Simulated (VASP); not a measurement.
# A VASP 6.6.1 single-point calculation on NaF

INCAR

```
ISIF = 2
SIGMA = 0.02
LWAVE = .FALSE.
ISYM = 1
ISMEAR = -1
NSW = 0
PREC = Accurate
LASPH = .TRUE.
GGA = PE
ENCUT = 520
EDIFF = 1E-7
IBRION = -1
LREAL = .FALSE.
NELM = 51
LCHARG = .FALSE.
NBANDS = 14
```

KPOINTS

```
KPOINTS created by Atomic Simulation Environment
0
Gamma
10 10 10
0 0 0
```

POSCAR

```
Na F
 1.0000000000000000
     2.6853773406000001    0.0000000000000000    0.0000000000000000
     0.0000000000000000    2.6853773406000001    0.0000000000000000
     0.0000000000000000    0.0000000000000000    2.7934852185999999
 Na  F
   1   1
Cartesian
  0.0000000000000000  0.0000000000000000  0.0000000000000000
  1.3426886703000001  1.3426886703000001  1.3967426092999997
```

The recommended PBE PAW datasets give the neutral cell 14 valence electrons.

Command

```
mpirun -np 1 vasp_std
```

OSZICAR

```
N       E                     dE             d eps       ncg     rms          rms(c)
DAV:   1     0.106305202542E+03    0.10631E+03   -0.78197E+03  3596   0.131E+03
DAV:   2    -0.417610143482E+01   -0.11048E+03   -0.10321E+03  4014   0.350E+02
DAV:   3    -0.900428990741E+01   -0.48282E+01   -0.48201E+01  4134   0.661E+01
DAV:   4    -0.903710881702E+01   -0.32819E-01   -0.32817E-01  4092   0.581E+00
DAV:   5    -0.903739286485E+01   -0.28405E-03   -0.28405E-03  4218   0.536E-01    0.523E+00
DAV:   6    -0.818040209396E+01    0.85699E+00   -0.24069E+00  4206   0.152E+01    0.164E+00
DAV:   7    -0.815343079373E+01    0.26971E-01   -0.33901E-02  3702   0.302E+00    0.101E+00
DAV:   8    -0.813982140796E+01    0.13609E-01   -0.21259E-02  3744   0.386E+00    0.116E-01
DAV:   9    -0.814026561845E+01   -0.44421E-03   -0.33746E-03  4266   0.548E-01    0.696E-02
DAV:  10    -0.814022843486E+01    0.37184E-04   -0.26373E-04  3774   0.198E-01    0.534E-03
DAV:  11    -0.814022827736E+01    0.15750E-06   -0.11139E-05  4140   0.798E-02    0.332E-03
DAV:  12    -0.814022833048E+01   -0.53119E-07   -0.11238E-06  4002   0.153E-02    0.973E-04
DAV:  13    -0.814022826017E+01    0.70301E-07   -0.13106E-07  3810   0.374E-03
   1 F= -.81402283E+01 E0= -.81402283E+01  d E =-.389944E-11
```

From OUTCAR

```
k-points           NKPTS =    126   k-points in BZ     NKDIM =    126   number of bands    NBANDS=     14

   NELECT =      14.0000    total number of electrons

   dimension x,y,z NGX =    20 NGY =   20 NGZ =   24
   dimension x,y,z NGXF=    40 NGYF=   40 NGZF=   48

  energy-cutoff  :      520.00
  volume of cell :       20.14
      direct lattice vectors                 reciprocal lattice vectors
     2.685377341  0.000000000  0.000000000     0.372387145  0.000000000  0.000000000
     0.000000000  2.685377341  0.000000000     0.000000000  0.372387145  0.000000000
     0.000000000  0.000000000  2.793485219     0.000000000  0.000000000  0.357975762

 k-points in reciprocal lattice and weights: KPOINTS created by Atomic Simulation Env
   0.00000000  0.00000000  0.00000000       0.001
   0.10000000  0.00000000  0.00000000       0.004
   0.20000000  0.00000000  0.00000000       0.004
   0.30000000  0.00000000  0.00000000       0.004
   0.40000000  0.00000000  0.00000000       0.004
   0.50000000  0.00000000  0.00000000       0.002
   0.10000000  0.10000000  0.00000000       0.004
   0.20000000  0.10000000  0.00000000       0.008
   ...

 E-fermi :   0.3838

 k-point     1 :       0.0000    0.0000    0.0000
  band No.  band energies     occupation
      1     -20.2524      2.00000
      2     -20.0426      2.00000
      3     -20.0222      2.00000
      4     -20.0222      2.00000
      5      -0.6880      2.00000
      6      -0.3845      2.00000
      7      -0.3845      2.00000
      8       6.5225      0.00000
      9      15.6462      0.00000
     10      16.4049      0.00000
     11      24.3417      0.00000
     12      25.6323      0.00000
     13      25.6323      0.00000
     14      31.9472      0.00000

 k-point     2 :       0.1000    0.0000    0.0000
  band No.  band energies     occupation
      1     -20.4380      2.00000
      2     -20.0381      2.00000
      3     -20.0182      2.00000
      4     -19.8293      2.00000
      5      -0.7091      2.00000
      6      -0.6736      2.00000
      7      -0.3704      2.00000
      8       6.8869      0.00000
      9      15.7781      0.00000
     10      16.3939      0.00000
     11      24.2882      0.00000
     12      25.5879      0.00000
     13      25.8812      0.00000
     14      30.7639      0.00000

 k-point     3 :       0.2000    0.0000    0.0000
  band No.  band energies     occupation
      1     -20.6824      2.00000
      2     -20.0264      2.00000
      3     -20.0077      2.00000
      4     -19.5630      2.00000
      5      -1.4620      2.00000
      6      -0.6359      2.00000
      7      -0.3332      2.00000
      8       7.8127      0.00000
      9      15.6745      0.00000
     10      16.7176      0.00000
     11      24.1378      0.00000
     12      25.4685      0.00000
     13      26.8067      0.00000
     14      28.9730      0.00000

 k-point     4 :       0.3000    0.0000    0.0000
  band No.  band energies     occupation
      1     -20.8891      2.00000
      2     -20.0119      2.00000
      3     -19.9947      2.00000
      4     -19.3240      2.00000
      5      -2.2665      2.00000
      6      -0.5886      2.00000
      7      -0.2866      2.00000
      8       9.0453      0.00000
      9      14.8616      0.00000
     10      17.6924      0.00000
     11      23.9233      0.00000
     12      25.3144      0.00000
     13      26.0247      0.00000
     14      27.5762      0.00000

 ...

  Total        1.6504192      1.6504192      0.7190546      0.0000000      0.0000000      0.0000000
  in kB      131.2646681    131.2646681     57.1893895      0.0000000      0.0000000      0.0000000
  external PRESSURE =     106.5729085 kB  Pullay stress =       0.0000000 kB

 POSITION                                       TOTAL-FORCE (eV/Angst)
 -----------------------------------------------------------------------------------
      0.00000      0.00000      0.00000         0.000000      0.000000      0.000000
      1.34269      1.34269      1.39674         0.000000      0.000000      0.000000
 -----------------------------------------------------------------------------------
    total drift:                                0.000000      0.000000      0.000000

  FREE ENERGIE OF THE ION-ELECTRON SYSTEM (eV)
  ---------------------------------------------------
  free  energy   TOTEN  =        -8.1402282602 eV

  energy  without entropy=       -8.1402282602  energy(sigma->0) =       -8.14022826
```

It converged. Results: gap between bands v and c on the k mesh 6.56 eV; least direct gap on the k mesh 6.91 eV; pressure 10.7 GPa. Band v is the last that the valence electrons fill when counted band by band, and c is the next.

For comparison, a separate PBE run of the intended cell, on usual settings and not on those above, gives a gap of 6.56 eV on its mesh and a pressure of 10.7 GPa.

The run above took about 19 s on one core of a shared host (Intel Xeon Platinum 8488C) and held 0.14 GiB at most.
